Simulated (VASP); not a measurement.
Here is a VASP 6.6.1 calculation.

The input INCAR:

```
SYSTEM = Zn
PREC = Accurate ; ENCUT = 520
EDIFF = 1E-6 ; ISMEAR = 1
SIGMA = 0.1 ; LREAL = .False.
LASPH = .True. ; NELM = 80
ALGO = Normal ; ISIF = 2
LWAVE = .False. ; LCHARG = .False.
GGA = PE ; NBANDS = 58
KPAR = 2
```

The input KPOINTS:

```
regular mesh
0
Gamma
  6 6 2
  0 0 0
```

File POSCAR:

```
Zn                                      
1.0
    2.6859310000      0.0000000000      0.0000000000
   -1.3429655000      2.3260845200      0.0000000000
    0.0000000000      0.0000000000     19.4829423733
  Zn            
     8
Direct
     0.0000000000000000    0.0000000000000000    0.0000000000000000
     0.3333330000000032    0.6666669999999968    0.1250000000000000
     0.0000000000000000    0.0000000000000000    0.2500000000000000
     0.3333330000000032    0.6666669999999968    0.3750000000000000
     0.0000000000000000    0.0000000000000000    0.5000000000000000
     0.3333330000000032    0.6666669999999968    0.6250000000000000
     0.0000000000000000    0.0000000000000000    0.7500000000000000
     0.3333330000000032    0.6666669999999968    0.8750000000000000
```

Potentials or basis: VASP PAW PBE potentials, release 64 (Zn).

The run is started by

```bash
$ cat potpaw_PBE.64/Zn/POTCAR > POTCAR
$ mpirun -np 2 vasp_std > vasp.out
```

(1) Predict the pressure.

(2) What does it give for the band gap on the k mesh?

Results:

(1) 0.7 GPa.

(2) none (metal or under the smearing width).

Caveat: the k mesh is coarse (spacing up to 0.45 Å⁻¹), so the values aren't converged.
